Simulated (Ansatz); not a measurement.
# Ca: strain and displacement

```
CELL_PARAMETERS angstrom
3.98000 0.00000 0.00000
-1.99000 3.44678 0.00000
0.00000 0.00000 6.52000
ATOMIC_POSITIONS crystal
Ca 0.33333 0.66667 0.25000
Ca 0.66667 0.33333 0.75000
```

Atoms are numbered in the order listed.

Structure: COD 9008489, as refined from experiment and not relaxed. It was measured hot, at 723 K.

All numbers below come from DFT, PBE, all-electron PAW with datasets made for the crystal, scalar-relativistic in Ansatz 0.2.0.

Numerical set-up: a Γ-centred 11×11×6 k mesh, Fermi–Dirac smearing of 0.08 eV, cutoff 200 eV (chosen by the program for this cell), no spin polarisation.

The unchanged cell is at -0.83 GPa.

In a metal, stresses and small energies carry noise from the k mesh.

x, y and z are the Cartesian axes of the cell as listed; fractional coordinates follow a strain, and an engineering shear is twice the off-diagonal strain component.

Task: With this change (z strained by -2 % at fixed volume), what becomes of the energy and stress?

Result: Energy change +3 meV/atom; stress change (xx, yy, zz, yz, xz, xy) -0.25, -0.25, 0.60, 0.00, 0.00, 0.00 GPa, compression positive.

With z strained by +1.5 % at fixed volume: energy change +1 meV/atom; stress change (xx, yy, zz, yz, xz, xy) 0.22, 0.22, -0.49, 0.00, 0.00, 0.00 GPa, compression positive.

With atom 1 (Ca) moved by (0.1414, 0.1414, 0.0000) Å: energy change +3 meV/atom; stress change (xx, yy, zz, yz, xz, xy) -0.25, 0.20, 0.06, 0.00, 0.00, -0.23 GPa, compression positive; change of the force on Ca1 (-0.037, -0.050, 0.000) eV/Å.

Task: What force constant does this one finite step give for Ca1 along its displacement (all its periodic images move with it)?

Result: k = −ΔF·u/|u|² = 0.31 eV/Å², so the force pulls the atom back.
